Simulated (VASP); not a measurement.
# Li2S: relaxation of cell and atoms with PBE

Li2S:

```
S Li
1.0
     0.00000    2.59711    2.59711
     2.59711    0.00000    2.59711
     2.59711    2.59711    0.00000
S Li
1 2
Cartesian
  0.0000 0.0000 0.0000
  1.2986 1.2986 1.2986
  3.8957 3.8957 3.8957
```

The cell comes from a database or a generator and needn't be the stable form of this composition.

The cell isn't the ideal one: cell and atoms relaxed from a first guess.

```
Program                : VASP 6.6.1
Task                   : relaxation of cell and atoms
Functional             : PBE
Potentials or basis    : VASP PAW PBE potentials, release 64 (S, Li_sv)
Cutoff                 : 600 eV
k mesh                 : 12 × 12 × 12
Occupations            : fermi-dirac, width 0.08 eV
Spin                   : no spin polarisation
Dipole correction      : no
Further INCAR settings : ALGO = Normal; EDIFF = 1e-07; IBRION = 2; EDIFFG = -0.005; NSW = 100; ISIF = 3
```

The relaxed volume is 15.40 Å³/atom, the relaxed cell is a = 4.027 Å, b = 4.027 Å, c = 4.027 Å, α = 60.00°, β = 60.00°, γ = 60.00° and the space group after relaxing (to 0.05 Å) is Fm-3m (No. 225). The energy gained by relaxing is 184.6 meV/atom. The ionic steps are 20. The pressure after relaxing is 0.0 GPa and the band gap on the k mesh is 3.39 eV, indirect (least direct gap 4.28 eV).

The path:
```tsv
step	energy change (eV)	largest force (eV/Å)	pressure (GPa)	volume (Å³)
1	0.0000	0.0000	19.73	35.03
2	-0.5164	0.0000	3.75	42.84
3	-0.5420	0.0000	-1.76	48.33
4	-0.5539	0.0000	-0.14	46.38
5	-0.5539	0.0000	0.10	46.13
6	-0.5539	0.0000	0.10	46.13
7	-0.5539	0.0000	0.10	46.13
8	-0.5539	0.0000	0.10	46.13
9	-0.5539	0.0000	0.10	46.13
10	-0.5539	0.0000	0.09	46.13
11	-0.5539	0.0000	0.10	46.13
12	-0.5539	0.0000	0.10	46.13
13	-0.5539	0.0000	0.10	46.13
14	-0.5539	0.0000	0.10	46.13
15	-0.5539	0.0000	0.10	46.14
16	-0.5539	0.0000	0.10	46.14
17	-0.5539	0.0000	0.10	46.14
18	-0.5539	0.0000	0.08	46.15
19	-0.5539	0.0000	0.07	46.16
20	-0.5539	0.0000	0.04	46.19
```

Final structure:
```
S Li
1.0
     0.00000    2.84781    2.84781
     2.84781    0.00000    2.84781
     2.84781    2.84781    0.00000
S Li
1 2
Direct
  0.00000 0.00000 0.00000
  0.25000 0.25000 0.25000
  0.75000 0.75000 0.75000
```

Levels at points of the mesh, in eV from the valence-band top:
```tsv
k point	band 4	band 5	band 6	band 7	band 8	band 9
(0.00, 0.00, 0.00)	0.00	0.00	0.00	4.28	6.23	6.23
(0.50, 0.00, 0.00)	-2.88	-0.51	-0.51	6.12	6.58	6.58
(0.50, 0.50, 0.00)	-2.16	-1.42	-1.42	3.39	7.10	11.10
```

Wall time 100 s on 1 thread of Intel(R) Xeon(R) 6975P-C (Granite Rapids), on a shared host, peak memory 0.17 GiB.

Caveat: the cutoff is under 1.25 times the usual one of these potentials, so pressure, stress and relaxed cells hold a basis-set (Pulay) error; the volume moved by over 15 % at a fixed basis, so the end points are rough. A k mesh can miss the band edges.
